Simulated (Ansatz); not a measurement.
# How much do the gradients of S depend on the method?

Cell: a computed structure from the Materials Project (it need not be an observed phase), atoms as given.

Space group C2/c (No. 15); a = 12.9349, b = 10.3659, c = 8.5765 Å, β = 106.19°.

| site | Wyckoff | site symmetry | x | y | z |
| --- | --- | --- | --- | --- | --- |
| S1 | 8f | 1 | 0.8346 | 0.0837 | 0.1418 |
| S2 | 8f | 1 | 0.7975 | 0.8012 | 0.8127 |
| S5 | 8f | 1 | 0.5758 | 0.1874 | 0.5695 |
| S6 | 8f | 1 | 0.5737 | 0.0377 | 0.7297 |
| S8 | 8f | 1 | 0.0729 | 0.0642 | 0.7274 |

One atom of each set is listed; the run and its k-mesh use a cell of 20 atoms with edges of 8.29, 8.29, 8.58 Å.

First run. The numbers come from a DFT calculation in Ansatz (PBE, plane waves and PAW, scalar-relativistic, 420 eV cutoff, Γ-centred 4×4×4 k-points, Fermi–Dirac smearing 0.05 eV).

```csv
site,V_zz (10²¹ V/m²),η
S1,-25.3,0.59
S2,-26.0,0.61
S5,-25.7,0.58
S6,-26.4,0.58
S8,-26.2,0.59
```

Second run. The same atoms and settings, except that the functional is r2SCAN and the cutoff is 500 eV.

Task: Given the first result, estimate the second.

Result: 

```json
{"site": "S1", "V_zz": "-25.7", "η": "0.60", "change of V_zz": "-0.47"}
{"site": "S2", "V_zz": "-26.5", "η": "0.62", "change of V_zz": "-0.46"}
{"site": "S5", "V_zz": "-26.1", "η": "0.59", "change of V_zz": "-0.46"}
{"site": "S6", "V_zz": "-26.9", "η": "0.59", "change of V_zz": "-0.47"}
{"site": "S8", "V_zz": "-26.6", "η": "0.60", "change of V_zz": "-0.44"}
```

The largest change of V_zz is on S6, from -26.4 to -26.9. In per cent, |V_zz| changes by +2 on S (all sites that start above 0.5).

For the first run: The largest force is 0.3 eV/Å, so the atoms aren't at the calculated equilibrium and relaxing them would move these values.
